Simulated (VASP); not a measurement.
**Lu: relaxation of shape and atoms at fixed volume with LDA**

The system is Lu.

```
CELL_PARAMETERS angstrom
3.34288 0.00000 0.00000
-1.67144 2.89501 0.00000
0.00000 0.00000 5.20201
ATOMIC_POSITIONS crystal
Lu 0.33333 0.66667 0.25000
Lu 0.66667 0.33333 0.75000
```

The cell isn't the ideal one: a relaxed cell with its volume scaled by 0.96.

```json
{"Program": "VASP 6.6.1", "Task": "relaxation of shape and atoms at fixed volume", "Functional": "LDA", "Potentials or basis": "VASP PAW PBE potentials, release 64 (Lu)", "Cutoff": "600 eV", "k mesh": "12 × 12 × 7", "Occupations": "methfessel-paxton, width 0.1 eV", "Spin": "no spin polarisation", "Further INCAR settings": "ALGO = Fast; EDIFF = 1e-07; IBRION = 2; EDIFFG = -0.01; NSW = 40; ISIF = 4"}
```

- Energy gained by relaxing: 0.0 meV/atom
- Ionic steps: 3
- Pressure after relaxing: 2.3 GPa
- Band gap on the k mesh: none (metal or under the smearing width)

Final structure:
```cif
data_structure
_symmetry_space_group_name_H-M 'P 1'
_symmetry_Int_Tables_number 1
_cell_length_a 3.3398
_cell_length_b 3.3398
_cell_length_c 5.2116
_cell_angle_alpha 90.000
_cell_angle_beta 90.000
_cell_angle_gamma 120.000
_cell_volume 50.34
loop_
_atom_site_label
_atom_site_type_symbol
_atom_site_fract_x
_atom_site_fract_y
_atom_site_fract_z
_atom_site_occupancy
Lu1 Lu 0.33333 0.66667 0.25000 1
Lu2 Lu 0.66667 0.33333 0.75000 1
```

Levels at points of the mesh, in eV from the Fermi level:
```tsv
k point	band 21	band 22	band 23	band 24	band 25	band 26	band 27	band 28	band 29	band 30
(0.00, 0.00, 0.00)	-4.70	-4.67	-4.66	-2.68	1.35	2.20	2.20	2.71	3.08	3.14
(0.50, 0.00, 0.00)	-4.69	-4.67	-2.42	-1.69	-1.11	-0.06	1.81	1.88	2.69	6.89
```

Run time: 6 min on 1 thread of Intel(R) Xeon(R) 6975P-C (Granite Rapids) (shared host), peak memory 0.25 GiB.

Caveat: the PAW data sets were made with another functional, which shifts forces and pressure a little. Spin-orbit coupling is left out, which matters for the levels of Lu.
